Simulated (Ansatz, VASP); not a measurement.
BAs5 in VASP and in Ansatz

```
B As
1.0
     2.33297   -3.79358    0.00000
     2.33297    3.79358    0.00000
     0.00000    0.00000    7.17501
B As
1 5
Direct
  0.00000 0.00000 0.00000
  0.00000 0.00000 0.27153
  0.00000 0.00000 0.72847
  0.67699 0.32301 0.50000
  0.32301 0.67699 0.50000
  0.50000 0.50000 0.00000
```

Alike in both runs: functional PBE; k mesh 4 × 4 × 4; occupations gaussian, width 0.1 eV; no spin polarisation.

Ansatz relaxed the structure, and its values are those at the end. VASP's run is a single point on that final structure, the one shown.

|  | VASP | Ansatz |
| --- | --- | --- |
| version | VASP 6.6.1 | Ansatz 0.2.0 |
| potentials or method | VASP PAW PBE potentials, release 64 (B, As) | scalar-relativistic, plane waves, PAW |
| plane-wave cutoff (eV) | 520 | 420 |
| valence electrons in the cell | 28 | 78 |

```tsv
	VASP	Ansatz	Ansatz less VASP
gap on the k mesh at the Fermi level (eV)	none	none	-
pressure (GPa)	0.4	0.2	-0.19
rms of the force components (eV/Å)	0.022	0.003	-0.0190
```

A gap of «none» marks a metal or a gap that the smearing closes. The functional is the same, so the differences come from potentials, cutoffs and numerics. The two sets of potentials don't hold the same shells in valence.

Caveats: the k mesh is coarse (spacing up to 0.40 Å⁻¹), so the values aren't converged.
